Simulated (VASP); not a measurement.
Input of a VASP 6.6.1 run:

File INCAR:

```
PREC = Accurate
ENCUT = 520
EDIFF = 1E-6
ISMEAR = -1
SIGMA = 0.05
LREAL = False
LASPH = True
NELM = 60
ALGO = Normal
ISIF = 2
LWAVE = False
LCHARG = False
LMAXMIX = 4
METAGGA = SCAN
LMIXTAU = True
```

File KPOINTS:

```
regular mesh
0
Gamma
  12 12 12
```

Contents of POSCAR:

```
Pt
1.0
    0.0000000000      1.9609000000      1.9609000000
    1.9609000000      0.0000000000      1.9609000000
    1.9609000000      1.9609000000      0.0000000000
Pt
1
Direct
    0.0000000000      0.0000000000      0.0000000000
```

KPOINTS_OPT

```
path GXWKGLUWLK,UX
15
line-mode
reciprocal
 0.0000000000  0.0000000000  0.0000000000  G
 0.5000000000  0.0000000000  0.5000000000  X

 0.5000000000  0.0000000000  0.5000000000  X
 0.5000000000  0.2500000000  0.7500000000  W

 0.5000000000  0.2500000000  0.7500000000  W
 0.3750000000  0.3750000000  0.7500000000  K

 0.3750000000  0.3750000000  0.7500000000  K
 0.0000000000  0.0000000000  0.0000000000  G

 0.0000000000  0.0000000000  0.0000000000  G
 0.5000000000  0.5000000000  0.5000000000  L

 0.5000000000  0.5000000000  0.5000000000  L
 0.6250000000  0.2500000000  0.6250000000  U

 0.6250000000  0.2500000000  0.6250000000  U
 0.5000000000  0.2500000000  0.7500000000  W

 0.5000000000  0.2500000000  0.7500000000  W
 0.5000000000  0.5000000000  0.5000000000  L

 0.5000000000  0.5000000000  0.5000000000  L
 0.3750000000  0.3750000000  0.7500000000  K

 0.6250000000  0.2500000000  0.6250000000  U
 0.5000000000  0.0000000000  0.5000000000  X
```

Potentials or basis: VASP PAW PBE potentials, release 64 (Pt).

Launch:

```bash
$ cat potpaw_PBE.64/Pt/POTCAR > POTCAR
$ mpirun -np 1 vasp_std > vasp.out
```

Task: Predict the pressure.

Result: -5.2 GPa.

Task: Predict the band gap along the path.

Result: None (metal or under the smearing width).

Levels at the corners of the path, in eV from the Fermi level:
```csv
point,band 3,band 4,band 5,band 6,band 7,band 8
Γ,-4.00,-4.00,-1.84,-1.84,15.23,20.32
X,-0.11,0.56,0.56,1.58,8.81,11.56
X,-0.11,0.56,0.56,1.58,8.81,11.56
W,-4.83,-2.24,0.56,6.92,8.44,8.44
W,-4.83,-2.24,0.56,6.92,8.44,8.44
K,-3.07,-1.50,-0.16,5.58,6.88,10.38
K,-3.07,-1.50,-0.16,5.58,6.88,10.38
Γ,-4.00,-4.00,-1.84,-1.84,15.23,20.32
Γ,-4.00,-4.00,-1.84,-1.84,15.23,20.32
L,-4.11,-0.62,0.02,0.02,5.83,14.90
L,-4.11,-0.62,0.02,0.02,5.83,14.90
U,-3.07,-1.50,-0.16,5.58,6.88,10.38
U,-3.07,-1.50,-0.16,5.58,6.88,10.38
W,-4.83,-2.24,0.56,6.92,8.44,8.44
W,-4.83,-2.24,0.56,6.92,8.44,8.44
L,-4.11,-0.62,0.02,0.02,5.83,14.90
L,-4.11,-0.62,0.02,0.02,5.83,14.90
K,-3.07,-1.50,-0.16,5.58,6.88,10.38
U,-3.07,-1.50,-0.16,5.58,6.88,10.38
X,-0.11,0.56,0.56,1.58,8.81,11.56
```

Caveat: the PAW data sets were made with another functional, which shifts forces and pressure a little; spin-orbit coupling is left out, which moves the levels of the heavy elements.
